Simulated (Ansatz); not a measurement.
**MgO: input, output and frames of a trajectory**

All numbers below come from DFT PBEsol, scalar-relativistic, plane waves, PAW (Ansatz 0.2.0). The runs took a 420 eV cutoff, a shifted (0.5, 0.5, 0.5 steps) 2×2×2 mesh and Fermi–Dirac smearing (0.039 eV). The mesh is coarse. No spin polarisation.

16 atoms, starting at 1.01 times the perfect crystal's volume (space group P6_3mc, the cell as given, not relaxed at this level); Langevin thermostat at 450 K (friction 0.05 fs⁻¹), fixed cell; 77 steps of 1 fs. The run is short and not equilibrated.

The run converged.

It took 2.9 min on 4 threads of Arm Neoverse N1, with other jobs on the host, peak memory 0.64 GiB.

Command:
```bash
ansatz run input.yaml --threads 4 --pin off --max-ram 5120MiB --backend cpu --events-out ev --progress --plain --runs-dir out
```

Input:
```yaml
crystal:
  lattice:
    - [-1.6593881964, 2.8741446656, 4.9994362158]
    - [-1.6593881964, 2.8741446656, -4.9994362158]
    - [-3.3187763927, -5.7482893312, 0.0]
  atoms:
    - { symbol: Mg, position: [0.1677465367, 0.1655867967, 0.3333333333] }
    - { symbol: Mg, position: [0.6677465367, 0.6655867967, 0.3333333333] }
    - { symbol: Mg, position: [0.1677465367, 0.1655867967, 0.8333333333] }
    - { symbol: Mg, position: [0.6677465367, 0.6655867967, 0.8333333333] }
    - { symbol: Mg, position: [0.0844132033, 0.5822534633, 0.1666666667] }
    - { symbol: Mg, position: [0.5844132033, 0.0822534633, 0.1666666667] }
    - { symbol: Mg, position: [0.0844132033, 0.5822534633, 0.6666666667] }
    - { symbol: Mg, position: [0.5844132033, 0.0822534633, 0.6666666667] }
    - { symbol: O, position: [0.3678867967, 0.9654465367, 0.3333333333] }
    - { symbol: O, position: [0.8678867967, 0.4654465367, 0.3333333333] }
    - { symbol: O, position: [0.3678867967, 0.9654465367, 0.8333333333] }
    - { symbol: O, position: [0.8678867967, 0.4654465367, 0.8333333333] }
    - { symbol: O, position: [0.2845534633, 0.3821132033, 0.1666666667] }
    - { symbol: O, position: [0.7845534633, 0.8821132033, 0.1666666667] }
    - { symbol: O, position: [0.2845534633, 0.3821132033, 0.6666666667] }
    - { symbol: O, position: [0.7845534633, 0.8821132033, 0.6666666667] }
basis:
  ecutwfc: 420
kpoints:
  mp_grid: { grid: [2, 2, 2], shift: [0.5, 0.5, 0.5] }
hamiltonian:
  xc: pbesol
scf:
  occupations: { method: fermi_dirac, width: 0.0388 }
  lower_state_search: "off"
  convergence: { dr2_threshold: 1.0e-07 }
output:
  forces: true
  stress: true
md:
  timestep: 1.0
  n_steps: 77
  ensemble: nvt_langevin
  temperature: 450.0
  initial_velocities: maxwell_boltzmann
  seed: 3975
  friction: 0.05
```

Output (its end):
```
...
md step    77: t =    77.00 fs T =   502.7 K  F+E_penalty+E_count = -19804.40953977 eV  E_kin = 1.039608 eV  P_inst = 0.1921 GPa (6 SCF iters)
SCF converged after 6 iterations
Free energy (F): -19804.409540 eV
Harris-Foulkes:  -19804.409540 eV  (|F-HF|=1.40e-8)
Internal energy: -19804.409540 eV  (E = F + TS)
E sigma→0 (E₀):  -19804.409540 eV
Fermi energy:    7.094409 eV
--- Per-component energies (eV) ---
  E_band       = -2685.951324
  E_kinetic    = 2025.845841
  E_local      = -14952.943743  (includes V_loc(G=0)·N_el)
  E_nonlocal   = 1152.089578
  E_hartree    = 5318.898269
  E_xc         = -824.153707
  E_vxc        = -1061.388483  (∫ρ·V_xc dr)
  E_paw        = -3463.311248  (= ΣΔE_a)
  E_vpaw       = -487.367269  (= ΣTr[D̂ρ^β])
  E_aug_tail   = 0.019691  (compensation charges beyond the density's cutoff)
  E_ewald      = -9061.607422
  E_core_change = 0.753201  (= ΣΔE_core)
  E_smearing   = -0.000000  (= −TS)
  E_closure    = -0.000000  (closes the sum)
  Σ components = -19804.409540   (vs F -19804.409540, Δ=0.00e0)
--- Forces (eV/Å), atoms counted from 1 ---
  atom   1  Mg     0.75572660    -0.24201589    -0.13108898
  atom   2  Mg    -0.07081257     0.14371260    -0.47988709
  atom   3  Mg    -0.44435033    -0.80702163     0.10671193
  atom   4  Mg     0.29027828    -0.43263181    -0.33236463
  atom   5  Mg     0.47001412     0.13457145     0.47444832
  atom   6  Mg     0.24472334    -0.12337199    -0.54336358
  atom   7  Mg     0.57115579    -0.64784772     0.20558234
  atom   8  Mg     0.14042693     0.36669542    -0.23275220
  atom   9  O     -0.78342362     0.83181406    -0.73602758
  atom  10  O      0.88735671    -0.42677694    -0.34274817
  atom  11  O     -0.10994750     1.00355880    -0.22860240
  atom  12  O     -0.63847660    -0.53751252     0.64027246
  atom  13  O      0.46217580    -0.16859457    -0.35875158
  atom  14  O     -0.78936814     1.01054341     1.03802637
  atom  15  O     -0.45467136    -0.13236502     0.15120599
  atom  16  O     -0.53077931     0.02737071     0.76936981
  max |Σ_I F_I| component: 1.28e-4 eV/Å
--- Stress (GPa, compression-positive) ---
       -1.482975      -0.177901       1.020212
       -0.177900      -1.089447      -0.411840
        1.020212      -0.411840       1.402443
  P = ⅓ Tr σ = -0.3900 GPa (-3.900 kbar)
--- MD trajectory: 77 steps, t = 0.0 → 77.0 fs ---
  final state: T = 502.7 K   F+E_penalty+E_count = -19804.40953977 eV   E_kin = 1.039608 eV
```

Frames along the run (Å, eV/Å; dE is the potential energy from the first frame):

```xyz
16
Lattice="-1.659 2.874 4.999 -1.659 2.874 -4.999 -3.319 -5.748 0.000" Properties=species:S:1:pos:R:3:forces:R:3 pbc="T T T" time_fs=0.00 dE_eV=0.0000 T_K=422
Mg   -1.659   -0.958    0.011    0.002    0.001    0.017
Mg   -3.319    1.916    0.011    0.002    0.001    0.017
Mg   -3.319   -3.832    0.011    0.002    0.001    0.017
Mg   -4.978   -0.958    0.011    0.002    0.001    0.017
Mg   -1.659    0.958   -2.489   -0.002   -0.001    0.017
Mg   -1.659    0.958    2.511   -0.002   -0.001    0.017
Mg   -3.319   -1.916   -2.489   -0.002   -0.001    0.017
Mg   -3.319   -1.916    2.511   -0.002   -0.001    0.017
O    -3.319    1.916   -2.987    0.005    0.003   -0.017
O    -3.319    1.916    2.012    0.005    0.003   -0.017
O    -4.978   -0.958   -2.987    0.005    0.003   -0.017
O    -4.978   -0.958    2.012    0.005    0.003   -0.017
O    -1.659    0.958   -0.488   -0.005   -0.003   -0.017
O    -3.319    3.832   -0.488   -0.005   -0.003   -0.017
O    -3.319   -1.916   -0.488   -0.005   -0.003   -0.017
O    -4.978    0.958   -0.488   -0.005   -0.003   -0.017
16
Lattice="-1.659 2.874 4.999 -1.659 2.874 -4.999 -3.319 -5.748 0.000" Properties=species:S:1:pos:R:3:forces:R:3 pbc="T T T" time_fs=6.00 dE_eV=0.1566 T_K=358
Mg   -1.633   -0.934   -0.003   -0.395   -0.083    0.071
Mg   -3.318    1.917   -0.018    0.063   -0.121    0.408
Mg   -3.299   -3.832    0.001   -0.170    0.085    0.122
Mg   -4.977   -0.921    0.021   -0.154   -1.006    0.080
Mg   -1.704    0.978   -2.479    0.628   -0.254   -0.192
Mg   -1.660    0.962    2.528   -0.210   -0.309   -0.176
Mg   -3.316   -1.937   -2.486    0.057    0.300    0.091
Mg   -3.341   -1.952    2.486    0.138    0.086    0.098
O    -3.330    1.900   -3.002   -0.207    0.176    0.159
O    -3.276    1.926    2.030   -0.692    0.001   -0.303
O    -5.028   -0.990   -3.001    0.784    0.085    0.072
O    -4.963   -0.967    2.011   -0.359    0.070    0.089
O    -1.624    0.971   -0.503   -0.433    0.040    0.025
O    -3.361    3.820   -0.506    0.590    0.074    0.233
O    -3.318   -1.913   -0.454    0.018    0.118   -0.327
O    -4.998    0.913   -0.464    0.343    0.737   -0.451
16
Lattice="-1.659 2.874 4.999 -1.659 2.874 -4.999 -3.319 -5.748 0.000" Properties=species:S:1:pos:R:3:forces:R:3 pbc="T T T" time_fs=13.00 dE_eV=0.4528 T_K=299
Mg   -1.636   -0.893   -0.020   -0.194   -0.347    0.174
Mg   -3.321    1.928   -0.020    0.040   -0.171    0.591
Mg   -3.275   -3.824   -0.027   -0.377    0.209    0.447
Mg   -4.976   -0.906    0.030   -0.236   -1.701    0.168
Mg   -1.757    0.952   -2.447    1.008    0.004   -0.602
Mg   -1.637    0.930    2.535   -0.780   -0.113    0.029
Mg   -3.317   -1.953   -2.470    0.016    0.470   -0.151
Mg   -3.380   -1.956    2.483    0.393   -0.201   -0.065
O    -3.334    1.924   -3.021   -0.487   -0.339    0.338
O    -3.252    1.927    2.054   -0.987   -0.177   -0.495
O    -5.066   -1.038   -2.997    1.585    0.769   -0.259
O    -4.979   -0.968    2.011   -0.444    0.009    0.178
O    -1.600    0.991   -0.500   -0.813    0.211   -0.012
O    -3.375    3.833   -0.491    0.674   -0.135    0.165
O    -3.295   -1.882   -0.480   -0.193   -0.108    0.016
O    -5.031    0.865   -0.483    0.795    1.620   -0.523
16
Lattice="-1.659 2.874 4.999 -1.659 2.874 -4.999 -3.319 -5.748 0.000" Properties=species:S:1:pos:R:3:forces:R:3 pbc="T T T" time_fs=19.00 dE_eV=0.6163 T_K=313
Mg   -1.649   -0.877   -0.027    0.079   -0.387    0.392
Mg   -3.304    1.944   -0.023   -0.332   -0.131    0.734
Mg   -3.281   -3.799   -0.059   -0.192    0.107    0.748
Mg   -4.972   -0.929    0.035   -0.365   -0.804   -0.076
Mg   -1.768    0.927   -2.408    0.728    0.562   -1.237
Mg   -1.635    0.902    2.505   -1.240    0.474    0.751
Mg   -3.334   -1.959   -2.461    0.147    0.599   -0.591
Mg   -3.394   -1.954    2.500    0.374   -0.326   -0.206
O    -3.371    1.958   -2.994   -0.182   -1.214    0.036
O    -3.255    1.952    2.069   -0.889   -0.619   -0.531
O    -5.082   -1.078   -2.978    1.904    1.358   -0.648
O    -4.985   -0.957    1.999   -0.404   -0.189    0.403
O    -1.611    1.015   -0.497   -0.653    0.123    0.209
O    -3.369    3.848   -0.437    0.567   -0.125   -0.403
O    -3.282   -1.846   -0.521   -0.344   -0.396    0.483
O    -5.032    0.893   -0.511    0.799    0.965   -0.065
16
Lattice="-1.659 2.874 4.999 -1.659 2.874 -4.999 -3.319 -5.748 0.000" Properties=species:S:1:pos:R:3:forces:R:3 pbc="T T T" time_fs=26.00 dE_eV=0.6966 T_K=271
Mg   -1.658   -0.878   -0.043   -0.023   -0.287    0.644
Mg   -3.281    1.962   -0.030   -0.843   -0.251    0.712
Mg   -3.297   -3.772   -0.077    0.054   -0.128    0.744
Mg   -4.971   -0.979    0.026   -0.427    0.333   -0.050
Mg   -1.728    0.898   -2.404    0.150    1.067   -1.388
Mg   -1.648    0.880    2.473   -0.861    1.027    0.945
Mg   -3.349   -1.940   -2.488    0.492    0.153   -0.450
Mg   -3.404   -1.955    2.513    0.579   -0.461   -0.253
O    -3.438    1.968   -2.981    0.524   -1.687   -0.204
O    -3.268    1.942    2.086   -0.666   -0.660   -0.662
O    -5.044   -1.101   -2.980    0.950    1.406   -0.630
O    -4.974   -0.979    2.013   -0.730    0.064    0.163
O    -1.635    1.025   -0.496   -0.298    0.075    0.266
O    -3.381    3.863   -0.397    0.741   -0.202   -0.711
O    -3.285   -1.832   -0.532   -0.416   -0.524    0.325
O    -5.033    0.942   -0.537    0.776    0.074    0.549
16
Lattice="-1.659 2.874 4.999 -1.659 2.874 -4.999 -3.319 -5.748 0.000" Properties=species:S:1:pos:R:3:forces:R:3 pbc="T T T" time_fs=32.00 dE_eV=0.6314 T_K=415
Mg   -1.678   -0.906   -0.038    0.051    0.466    0.634
Mg   -3.300    1.983   -0.018   -0.761   -0.573    0.485
Mg   -3.306   -3.755   -0.055    0.202   -0.471    0.463
Mg   -4.969   -1.016    0.020   -0.468    0.960   -0.118
Mg   -1.687    0.896   -2.440   -0.313    1.125   -0.801
Mg   -1.667    0.887    2.465   -0.392    0.446    0.709
Mg   -3.356   -1.934   -2.508    0.722   -0.026   -0.090
Mg   -3.422   -1.962    2.504    0.906   -0.444   -0.107
O    -3.469    1.932   -3.001    0.905   -0.890   -0.084
O    -3.271    1.927    2.088   -0.678   -0.466   -0.637
O    -5.014   -1.087   -2.987    0.160    1.075   -0.472
O    -4.967   -0.987    2.003   -0.943    0.243    0.070
O    -1.665    1.055   -0.496    0.100   -0.250    0.093
O    -3.395    3.871   -0.380    0.902   -0.157   -0.861
O    -3.284   -1.823   -0.507   -0.617   -0.838   -0.227
O    -4.999    0.973   -0.563    0.226   -0.200    0.943
16
Lattice="-1.659 2.874 4.999 -1.659 2.874 -4.999 -3.319 -5.748 0.000" Properties=species:S:1:pos:R:3:forces:R:3 pbc="T T T" time_fs=38.00 dE_eV=0.6816 T_K=373
Mg   -1.708   -0.929    0.004    0.551    0.897    0.221
Mg   -3.333    1.994   -0.003   -0.210   -0.905    0.336
Mg   -3.306   -3.736   -0.024    0.266   -0.726    0.115
Mg   -4.961   -1.033   -0.013   -0.960    1.300    0.300
Mg   -1.664    0.917   -2.458   -0.607    0.783   -0.580
Mg   -1.707    0.904    2.465    0.306   -0.251    0.629
Mg   -3.360   -1.911   -2.514    0.726   -0.370    0.087
Mg   -3.430   -1.968    2.486    0.771   -0.278    0.235
O    -3.487    1.878   -3.015    1.172    0.115    0.139
O    -3.268    1.919    2.088   -1.027   -0.142   -0.576
O    -5.006   -1.044   -2.993   -0.232    0.466   -0.204
O    -4.987   -1.009    2.002   -0.703    0.749   -0.129
O    -1.662    1.104   -0.520   -0.015   -0.639    0.431
O    -3.394    3.852   -0.362    0.568    0.386   -1.031
O    -3.306   -1.814   -0.459   -0.260   -1.084   -0.880
O    -4.959    0.988   -0.564   -0.347   -0.301    0.906
16
Lattice="-1.659 2.874 4.999 -1.659 2.874 -4.999 -3.319 -5.748 0.000" Properties=species:S:1:pos:R:3:forces:R:3 pbc="T T T" time_fs=45.00 dE_eV=0.7555 T_K=316
Mg   -1.702   -0.940    0.015    0.311    0.846   -0.005
Mg   -3.377    1.995    0.034    0.225   -1.219    0.059
Mg   -3.296   -3.713   -0.004   -0.013   -1.375   -0.201
Mg   -4.954   -1.034   -0.031   -1.154    1.306    0.540
Mg   -1.640    0.926   -2.471   -1.021    0.806   -0.142
Mg   -1.758    0.922    2.471    1.036   -0.619    0.510
Mg   -3.357   -1.901   -2.511    0.155   -0.565    0.158
Mg   -3.406   -1.992    2.475    0.070    0.418    0.282
O    -3.490    1.853   -3.017    1.279    0.591    0.036
O    -3.315    1.915    2.120   -0.821    0.016   -0.670
O    -5.001   -0.992   -3.024   -0.389   -0.362    0.191
O    -5.025   -1.000    1.994    0.203    0.624   -0.108
O    -1.682    1.132   -0.518    0.089   -0.858    0.536
O    -3.364    3.823   -0.361    0.006    0.849   -1.109
O    -3.338   -1.856   -0.448    0.541   -0.370   -1.011
O    -4.952    0.959   -0.572   -0.516   -0.088    0.934
16
Lattice="-1.659 2.874 4.999 -1.659 2.874 -4.999 -3.319 -5.748 0.000" Properties=species:S:1:pos:R:3:forces:R:3 pbc="T T T" time_fs=51.00 dE_eV=0.7412 T_K=389
Mg   -1.695   -0.941    0.031    0.233    0.709   -0.488
Mg   -3.391    1.964    0.082    0.300   -0.916   -0.272
Mg   -3.299   -3.698   -0.028   -0.181   -1.652   -0.107
Mg   -4.972   -1.006   -0.047   -1.067    0.967    0.647
Mg   -1.646    0.934   -2.501   -0.972    0.887    0.477
Mg   -1.782    0.930    2.462    1.671   -0.856    0.573
Mg   -3.330   -1.894   -2.504   -0.541   -0.539    0.221
Mg   -3.379   -2.008    2.453   -0.183    0.835    0.458
O    -3.465    1.862   -3.036    1.033    0.386    0.269
O    -3.327    1.905    2.161   -0.777    0.458   -0.925
O    -4.993   -0.980   -3.043   -0.346   -0.529    0.225
O    -5.036   -0.959    2.009    0.488    0.139   -0.188
O    -1.707    1.109   -0.472    0.303   -0.846    0.069
O    -3.349    3.787   -0.396   -0.247    0.916   -0.764
O    -3.365   -1.855   -0.460    0.829   -0.113   -0.780
O    -4.955    0.941   -0.559   -0.544    0.156    0.586
16
Lattice="-1.659 2.874 4.999 -1.659 2.874 -4.999 -3.319 -5.748 0.000" Properties=species:S:1:pos:R:3:forces:R:3 pbc="T T T" time_fs=58.00 dE_eV=0.6986 T_K=346
Mg   -1.678   -0.909    0.054    0.165    0.092   -1.258
Mg   -3.388    1.918    0.121    0.166   -0.005   -0.637
Mg   -3.303   -3.710   -0.025   -0.257   -1.189   -0.416
Mg   -4.997   -0.962   -0.057   -0.639    0.447    0.594
Mg   -1.655    0.948   -2.530   -0.584    0.822    0.725
Mg   -1.799    0.931    2.428    1.742   -0.899    0.868
Mg   -3.346   -1.867   -2.489   -0.561   -0.684    0.271
Mg   -3.341   -2.013    2.437   -0.438    1.032    0.432
O    -3.396    1.845   -3.056    0.392    0.363    0.581
O    -3.361    1.904    2.164   -0.304    0.637   -0.997
O    -4.996   -1.005   -3.060   -0.552    0.021    0.258
O    -5.048   -0.889    2.000    0.666   -0.624   -0.161
O    -1.734    1.078   -0.447    0.677   -0.733   -0.078
O    -3.325    3.768   -0.448   -0.475    0.729   -0.397
O    -3.372   -1.845   -0.500    0.682   -0.044   -0.013
O    -4.952    0.965   -0.558   -0.681    0.035    0.227
16
Lattice="-1.659 2.874 4.999 -1.659 2.874 -4.999 -3.319 -5.748 0.000" Properties=species:S:1:pos:R:3:forces:R:3 pbc="T T T" time_fs=64.00 dE_eV=0.6906 T_K=396
Mg   -1.676   -0.902    0.057    0.324   -0.130   -1.188
Mg   -3.376    1.889    0.131   -0.030    0.393   -0.818
Mg   -3.296   -3.722   -0.031   -0.394   -0.846   -0.484
Mg   -5.010   -0.923   -0.053   -0.398   -0.008    0.495
Mg   -1.654    0.959   -2.533   -0.269    0.661    0.783
Mg   -1.817    0.926    2.441    1.628   -0.856    0.780
Mg   -3.395   -1.841   -2.485    0.210   -0.700    0.404
Mg   -3.324   -1.997    2.430   -0.489    0.763    0.225
O    -3.341    1.818   -3.049   -0.141    0.629    0.415
O    -3.378    1.923    2.125   -0.233    0.286   -0.643
O    -5.006   -1.031   -3.070   -0.896    0.635    0.205
O    -5.043   -0.849    1.996    0.622   -0.881   -0.130
O    -1.750    1.050   -0.434    1.046   -0.610   -0.229
O    -3.314    3.749   -0.479   -0.471    0.848   -0.228
O    -3.352   -1.823   -0.500    0.224   -0.202    0.169
O    -4.950    0.978   -0.581   -0.735    0.019    0.245
16
Lattice="-1.659 2.874 4.999 -1.659 2.874 -4.999 -3.319 -5.748 0.000" Properties=species:S:1:pos:R:3:forces:R:3 pbc="T T T" time_fs=71.00 dE_eV=0.6558 T_K=435
Mg   -1.686   -0.913    0.028    0.646   -0.193   -0.406
Mg   -3.346    1.889    0.121   -0.220    0.194   -0.901
Mg   -3.283   -3.701   -0.037   -0.452   -1.010   -0.261
Mg   -5.017   -0.903   -0.034   -0.344    0.023    0.054
Mg   -1.657    0.984   -2.512    0.165    0.379    0.682
Mg   -1.829    0.902    2.476    1.024   -0.466    0.297
Mg   -3.451   -1.820   -2.484    0.889   -0.808    0.321
Mg   -3.347   -1.977    2.428   -0.277    0.366   -0.042
O    -3.324    1.797   -2.997   -0.436    0.836   -0.566
O    -3.422    1.958    2.099    0.264   -0.231   -0.428
O    -5.054   -1.064   -3.053   -0.946    1.149   -0.208
O    -4.986   -0.842    1.962   -0.035   -0.686    0.185
O    -1.712    1.011   -0.437    0.798   -0.169   -0.224
O    -3.292    3.732   -0.533   -0.543    0.985    0.293
O    -3.345   -1.798   -0.509   -0.034   -0.406    0.257
O    -4.964    0.994   -0.636   -0.499    0.039    0.947
16
Lattice="-1.659 2.874 4.999 -1.659 2.874 -4.999 -3.319 -5.748 0.000" Properties=species:S:1:pos:R:3:forces:R:3 pbc="T T T" time_fs=77.00 dE_eV=0.7117 T_K=503
Mg   -1.694   -0.912    0.014    0.756   -0.242   -0.131
Mg   -3.335    1.902    0.084   -0.071    0.144   -0.480
Mg   -3.284   -3.705   -0.054   -0.444   -0.807    0.107
Mg   -5.055   -0.855   -0.011    0.290   -0.433   -0.332
Mg   -1.661    0.999   -2.485    0.470    0.135    0.474
Mg   -1.810    0.885    2.510    0.245   -0.123   -0.543
Mg   -3.470   -1.807   -2.480    0.571   -0.648    0.206
Mg   -3.376   -1.978    2.434    0.140    0.367   -0.233
O    -3.305    1.793   -2.984   -0.783    0.832   -0.736
O    -3.475    1.983    2.074    0.887   -0.427   -0.343
O    -5.122   -1.056   -3.049   -0.110    1.004   -0.229
O    -4.935   -0.831    1.933   -0.638   -0.538    0.640
O    -1.672    1.009   -0.433    0.462   -0.169   -0.359
O    -3.245    3.733   -0.590   -0.789    1.011    1.038
O    -3.331   -1.809   -0.502   -0.455   -0.132    0.151
O    -4.961    1.015   -0.629   -0.531    0.027    0.769
```